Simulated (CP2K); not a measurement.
Runs of CP2K 2026.2 on Sn. It takes space group I4_1/amd (No. 141, tetragonal). Conventional cell: a = 5.880 Å, b = 5.880 Å, c = 3.199 Å, α = 90.00°, β = 90.00°, γ = 90.00°. Around Sn (site symmetry -4m2) lie 6 Sn at 3.05 to 3.20 Å. 

```csv
task,potentials or basis,basis sets,potentials,hirshfeld SHAPE_FUNCTION,VORONOI_RADII,gap on the mesh (eV),pressure (GPa),V0 of scaled cells (Å³/atom),B0 (GPa)
atomic charges,POTENTIAL_UZH Sn GTH-PBE-q4; TZVP-MOLOPT-PBE-GTH basis,Sn TZVP-MOLOPT-PBE-GTH-q4,Sn GTH-PBE-q4 of POTENTIAL_UZH,DENSITY,COVALENT,none,(a),-,-
equation of state,POTENTIAL_UZH Sn GTH-PBE-q4; TZVP-MOLOPT-PBE-GTH basis,Sn TZVP-MOLOPT-PBE-GTH-q4,Sn GTH-PBE-q4 of POTENTIAL_UZH,-,-,-,-,29.00,46
equation of state,POTENTIAL_UZH Sn GTH-PBE-q14; TZVP-MOLOPT-PBE-GTH basis,Sn TZVP-MOLOPT-PBE-GTH-q14,Sn GTH-PBE-q14 of POTENTIAL_UZH,-,-,-,-,28.42,47
atomic charges,POTENTIAL_UZH Sn GTH-PBE-q14; TZVP-MOLOPT-PBE-GTH basis,Sn TZVP-MOLOPT-PBE-GTH-q14,Sn GTH-PBE-q14 of POTENTIAL_UZH,DENSITY,COVALENT,none,(b),-,-
```

Alike in all rows: level PBE; no spin polarisation; cell as given; k mesh 9 × 9 × 9; smearing fermi-dirac 0.05 eV.

Q: Estimate the missing entries.

A: (a) 2.4; (b) 1.4.

Caveats: the basis of atomic orbitals isn't converged, which shifts pressures, moduli and gaps; the cell was scaled at fixed shape and fractional positions, which overstates the stiffness of a crystal with free parameters, most of all of layers and chains (some runs).

A k mesh can miss the band edges, and the runs leave out spin-orbit coupling on Sn.

A gap of «none» marks a metal or a gap under the smearing width.

The runs don't all hold the same shells in valence.
